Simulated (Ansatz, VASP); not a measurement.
## Si: VASP beside Ansatz

File POSCAR:

```
Si
1.0
    2.5270000000      0.0000000000      0.0000000000
   -1.2635000000      2.1884462000      0.0000000000
    0.0000000000      0.0000000000      2.3730000000
Si
1
Direct
    0.0000000000      0.0000000000      0.0000000000
```

File INCAR.step1:

```
  PREC = Accurate
  ENCUT = 600
  ISMEAR = -1
  SIGMA = 0.15
  LREAL = False
  LASPH = True
  NELM = 80
  GGA = PE
  ALGO = Normal
  EDIFF = 1E-4
  LWAVE = True
  LCHARG = False
```

File INCAR.step2:

```
  PREC = Accurate
  ENCUT = 600
  EDIFF = 1E-6
  ISMEAR = -1
  SIGMA = 0.15
  LREAL = False
  LASPH = True
  NELM = 80
  ALGO = Normal
  ISIF = 3
  LWAVE = False
  LCHARG = False
  METAGGA = R2SCAN
  LMIXTAU = True
  IVDW = 13
  VDW_S6 = 1.0
  VDW_S8 = 0.6018749
  VDW_A1 = 0.51559235
  VDW_A2 = 5.77342911
  IBRION = 2
  NSW = 60
  EDIFFG = -0.02
  ISTART = 1
```

KPOINTS

```
regular mesh
0
Gamma
  14 14 13
```

Input for Ansatz:

```yaml
crystal:
  lattice:
    - [2.527, 0.0, 0.0]
    - [-1.2635, 2.1884462, 0.0]
    - [0.0, 0.0, 2.373]
  atoms:
    - { symbol: Si, position: [0.0, 0.0, 0.0] }
basis:
  ecutwfc: 557.833418042754
kpoints:
  mp_grid:
    grid: [14, 14, 13]
hamiltonian:
  xc: r2scan
  dispersion: d4
scf:
  occupations:
    method: fermi_dirac
    width: 0.15
relax:
  f_tol: 0.02
  max_steps: 40
  cell: {}
```

This isn't the form of Si at room conditions, which is diamond.

Alike in both runs: task relaxation of cell and atoms; functional r2SCAN; dispersion D4; k mesh 14 × 14 × 13; occupations fermi-dirac, width 0.15 eV; no spin polarisation.

|  | VASP | Ansatz |
| --- | --- | --- |
| version | VASP 6.6.1 | Ansatz 0.2.0 |
| potentials or method | VASP PAW PBE potentials, release 64 (Si) | plane waves, PAW |
| plane-wave cutoff (eV) | 600 | 558 |
| valence electrons in the cell | 4 | 4 |

```tsv
	VASP	Ansatz	Ansatz less VASP
relaxed volume (Å³/atom)	14.78	14.77	-0.008
relaxed cell length with the largest relative difference (Å)	2.452	2.453	+0.0014
energy change over the relaxation (meV/atom)	-80	-81	-1.0
```

Caveats: the PAW data sets were made with another functional, which shifts forces and pressure a little (VASP); the volume moved by +13 % from the deposited cell, more than functionals usually miss; pairwise dispersion overbinds metals, which lowers pressure and volume. Zero-point motion and thermal expansion aren't in these numbers.
